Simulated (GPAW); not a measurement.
**Hf in GPAW: the effect of strain uniaxial z**

Hf:

```
Hf
1.0
     3.19670    0.00000    0.00000
    -1.59835    2.76842    0.00000
     0.00000    0.00000    4.85549
Hf
2
Direct
  0.66667 0.33333 0.75000
  0.33333 0.66667 0.25000
```

Alike in all runs:

```yaml
Program: GPAW 26.7.0
Task: single point
Functional: PBEsol
Potentials_or_basis: PAW data sets generated in the run's folder for this functional
Cutoff: 600 eV
Basis: pw
k_mesh: 10 × 10 × 5
Occupations: fermi-dirac, width 0.05 eV
Spin: no spin polarisation
Maxiter: 150
```

```csv
strain uniaxial z,pressure (GPa)
-0.04,1.2
-0.02,-1.3
-0.01,-2.4
0,-3.5
0.01,-4.6
0.02,?
0.04,-7.2
```

**Question.** What does the run with strain uniaxial z 0.02 give?

**Answer.** Pressure -5.5 GPa.

Worked out: A parabola through the other rows of the pressure, of slope -92.2 GPa per unit of strain uniaxial z there, gives -5.5 GPa, against the run's -5.5.

Caveats: the density grid can change from cell to cell, which puts small steps into energies and stress.

Runs at the PBE level aren't shown here.
